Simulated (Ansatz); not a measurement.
**Tl: energies, forces and stress near the listed structure**

A set of self-consistent runs on Tl under moves of single atoms, further strains and shifts, distortions that keep the symmetry, other functionals, to map its energy surface near the listed cell.

Method: DFT PBE, scalar-relativistic, plane waves, PAW, unless a step's input says otherwise, in Ansatz 0.2.0.

1 further run of the same task is left out (set aside as unsound or not needed).

## 1. The starting structure

The structure is cubic, space group Im-3m (No. 229). Conventional cell: a = 3.882 Å, b = 3.882 Å, c = 3.882 Å, α = 90.00°, β = 90.00°, γ = 90.00°. Tl (site symmetry m-3m) has 8 Tl at 3.36 Å as nearest neighbours.

Coordinates:

```
CELL_PARAMETERS angstrom
-1.94100 1.94100 1.94100
1.94100 -1.94100 1.94100
1.94100 1.94100 -1.94100
ATOMIC_POSITIONS crystal
Tl 0.00000 0.00000 0.00000
```

The structure comes from the Crystallography Open Database.

## 2. A change within a subgroup

The change: strain xx, yy, zz, yz, xz, xy = -0.3, -0.3, +1.2, +0.0, +0.0, +0.0 %.

Input file input.yaml:

```yaml
crystal:
  lattice:
    - [-1.93577871, 1.93577871, 1.96489371]
    - [1.93577871, -1.93577871, 1.96489371]
    - [1.93577871, 1.93577871, -1.96489371]
  atoms:
    - { symbol: Tl, position: [0.0, 0.0, 0.0] }
basis:
  ecutwfc: 420
kpoints:
  mp_grid: { grid: [14, 14, 14] }
hamiltonian:
  xc: pbe
scf:
  occupations: { method: gaussian, width: 0.1 }
output:
  forces: true
  stress: true
  eigenvalues: true
```

## 3. A change within the space group

Input file input.yaml:

```yaml
crystal:
  lattice:
    - [-2.02393893, 2.02393893, 2.02393893]
    - [2.02393893, -2.02393893, 2.02393893]
    - [2.02393893, 2.02393893, -2.02393893]
  atoms:
    - { symbol: Tl, position: [0.0, 0.0, 0.0] }
basis:
  ecutwfc: 420
kpoints:
  mp_grid: { grid: [16, 16, 16] }
hamiltonian:
  xc: pbe
scf:
  occupations: { method: gaussian, width: 0.1 }
output:
  forces: true
  stress: true
  eigenvalues: true
  populations: true
```

## 4. A single atom displaced

Input file input.yaml:

```yaml
crystal:
  lattice:
    - [-1.941, 1.941, 1.941]
    - [1.941, -1.941, 1.941]
    - [1.941, 1.941, -1.941]
  atoms:
    - { symbol: Tl, position: [0.0, 0.0579598145, 0.0579598145] }
basis:
  ecutwfc: 420
kpoints:
  mp_grid: { grid: [14, 14, 14] }
hamiltonian:
  xc: pbe
scf:
  occupations: { method: gaussian, width: 0.1 }
output:
  forces: true
  stress: true
  eigenvalues: true
  populations: true
```

## 5. A change within a subgroup

Input file input.yaml:

```yaml
crystal:
  lattice:
    - [-1.94117469, 1.94117469, 1.94117469]
    - [1.97999469, -1.97999469, 2.01881469]
    - [1.97999469, 2.01881469, -1.97999469]
  atoms:
    - { symbol: Tl, position: [0.0, 0.0, 0.0] }
basis:
  ecutwfc: 420
kpoints:
  mp_grid: { grid: [15, 15, 15] }
hamiltonian:
  xc: pbe
scf:
  occupations: { method: gaussian, width: 0.1 }
output:
  forces: true
  stress: true
  eigenvalues: true
```

## 6. A change within the space group

Input file input.yaml:

```yaml
crystal:
  lattice:
    - [-1.972056, 1.972056, 1.972056]
    - [1.972056, -1.972056, 1.972056]
    - [1.972056, 1.972056, -1.972056]
  atoms:
    - { symbol: Tl, position: [0.0, 0.0, 0.0] }
basis:
  ecutwfc: 420
kpoints:
  mp_grid: { grid: [16, 16, 16] }
hamiltonian:
  xc: pbe
scf:
  occupations: { method: gaussian, width: 0.1 }
output:
  forces: true
  stress: true
  eigenvalues: true
```

## 7. A change within a subgroup

Input file input.yaml:

```yaml
crystal:
  lattice:
    - [-1.94653185, 1.90771185, 1.90771185]
    - [1.90771185, -1.94653185, 1.90771185]
    - [1.90771185, 1.90771185, -1.94653185]
  atoms:
    - { symbol: Tl, position: [0.0, 0.0, 0.0] }
basis:
  ecutwfc: 420
kpoints:
  mp_grid: { grid: [15, 15, 15] }
hamiltonian:
  xc: pbe
scf:
  occupations: { method: gaussian, width: 0.1 }
output:
  forces: true
  stress: true
  eigenvalues: true
```

## 8. A change within a subgroup

input.yaml, as its differences from that of step 7:

```diff
@@ -2,5 +2,5 @@
   lattice:
-    - [-1.94653185, 1.90771185, 1.90771185]
-    - [1.90771185, -1.94653185, 1.90771185]
-    - [1.90771185, 1.90771185, -1.94653185]
+    - [-1.88758368, 1.88758368, 1.92640368]
+    - [1.84876368, -1.84876368, 1.84876368]
+    - [1.92640368, 1.88758368, -1.88758368]
   atoms:
```

## 9. Another functional, on a distorted cell: PBEsol

Input file input.yaml:

```yaml
crystal:
  lattice:
    - [-1.97467635, 1.97467635, 1.97467635]
    - [1.97467635, -1.97467635, 1.97467635]
    - [1.97467635, 1.97467635, -1.97467635]
  atoms:
    - { symbol: Tl, position: [0.0, 0.0, 0.0] }
basis:
  ecutwfc: 420
kpoints:
  mp_grid: { grid: [16, 16, 16] }
hamiltonian:
  xc: pbesol
scf:
  occupations: { method: gaussian, width: 0.1 }
output:
  forces: true
  stress: true
  eigenvalues: true
```

## 10. A change within a subgroup

Input file input.yaml:

```yaml
crystal:
  lattice:
    - [-1.99402812, 2.06089557, 1.81124415]
    - [1.99402812, -2.06089557, 1.81124415]
    - [1.76110812, 1.82797557, -1.81124415]
  atoms:
    - { symbol: Tl, position: [0.0, 0.0, 0.0] }
basis:
  ecutwfc: 420
kpoints:
  mp_grid: { grid: [14, 14, 14] }
hamiltonian:
  xc: pbe
scf:
  occupations: { method: gaussian, width: 0.1 }
output:
  forces: true
  stress: true
  eigenvalues: true
```

Q: Predict the outcome of this session. Wanted: for each run, case; energy; pressure; largest force.

The runs gave:

| step | case | energy (meV/atom) | pressure (GPa) | largest force (eV/Å) | gap on the mesh (eV) |
| --- | --- | --- | --- | --- | --- |
| 2 | a change within a subgroup | +0.0 | 2.0 | 0.00 | 0.00 |
| 3 | a change within the space group | -1.1* | -1.3 | 0.00 | 0.00 |
| 4 | a single atom displaced | +2.6 | 2.2 | 0.00 | 0.00 |
| 5 | a change within a subgroup | -7.2* | 0.4 | 0.00 | 0.00 |
| 6 | a change within the space group | -7.4* | 0.6 | 0.00 | 0.00 |
| 7 | a change within a subgroup | +39.5* | 4.6 | 0.00 | 0.00 |
| 8 | a change within a subgroup | +69.1* | 6.3 | 0.00 | 0.00 |
| 9 | another functional, on a distorted cell: PBEsol | n/a | -2.2 | 0.00 | 0.00 |
| 10 | a change within a subgroup | +121.3 | 8.0 | 0.00 | 0.00 |

Energies are counted from step 2, with the smearing taken to zero; a star marks another k mesh, which can shift energies by itself, so starred rows don't rank against the others. Other atoms or functionals have another zero of energy (n/a). A gap of 0.00 means none on the mesh at this level.

In words: With one atom in the cell, moving it shifts the whole crystal, so no force arises from that. The pressure is 8.0 GPa in the smallest cell and -1.3 GPa in the largest; between them shape and moved atoms count too. The distorted cells of the listed formula and level show no gap on the mesh. The runs treat Tl without spin-orbit coupling.
